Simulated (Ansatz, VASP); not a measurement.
**CaO: VASP beside Ansatz**

Contents of INCAR:

```
SYSTEM = CaO
  ALGO = Normal
  EDIFF = 1E-6
  ENCUT = 520
  GGA = PE
  ISIF = 2
  ISMEAR = 0
  LASPH = .TRUE.
  LCHARG = .FALSE.
  LREAL = .FALSE.
  LWAVE = .FALSE.
  NBANDS = 15
  NELM = 60
  PREC = Accurate
  SIGMA = 0.05
```

KPOINTS

```
k-points
0
G
  12 12 12
  0 0 0
```

POSCAR

```
CaO
1.0
    0.0000000000      2.4933926893      2.4933926893
    2.4933926893      0.0000000000      2.4933926893
    2.4933926893      2.4933926893      0.0000000000
Ca O
1 1
Direct
    0.5000000000      0.5000000000      0.5000000000
    0.0000000000      0.0000000000      0.0000000000
```

Input for Ansatz:

```yaml
crystal:
  lattice:
    - [0.0, 2.4933926893, 2.4933926893]
    - [2.4933926893, 0.0, 2.4933926893]
    - [2.4933926893, 2.4933926893, 0.0]
  atoms:
    - { symbol: Ca, position: [0.5, 0.5, 0.5] }
    - { symbol: O, position: [0.0, 0.0, 0.0] }
basis:
  ecutwfc: 420
  ecutrho_ratio: 4
kpoints:
  mp_grid: { grid: [12, 12, 12] }
hamiltonian:
  xc: pbe
scf:
  occupations: { method: gaussian, width: 0.05 }
output:
  forces: true
  stress: true
  eigenvalues: true
```

Alike in both runs: task single point; functional PBE; k mesh 12 × 12 × 12; occupations gaussian, width 0.05 eV; no spin polarisation.

```csv
,VASP,Ansatz
version,VASP 6.6.1,Ansatz 0.2.0
potentials or method,"VASP PAW PBE potentials, release 64 (Ca_sv, O)","scalar-relativistic, plane waves, PAW"
plane-wave cutoff (eV),520,420
valence electrons in the cell,16,16
```

|  | VASP | Ansatz | Ansatz less VASP |
| --- | --- | --- | --- |
| gap on the k mesh at the Fermi level (eV) | 3.64 | 3.65 | +0.015 |
| least direct gap on the mesh (eV) | 3.87 | 3.89 | +0.013 |
| pressure (GPa) | -7.8 | -8.2 | -0.35 |

The functional is the same, so the differences come from potentials, cutoffs and numerics.

A k mesh can miss the band edges.
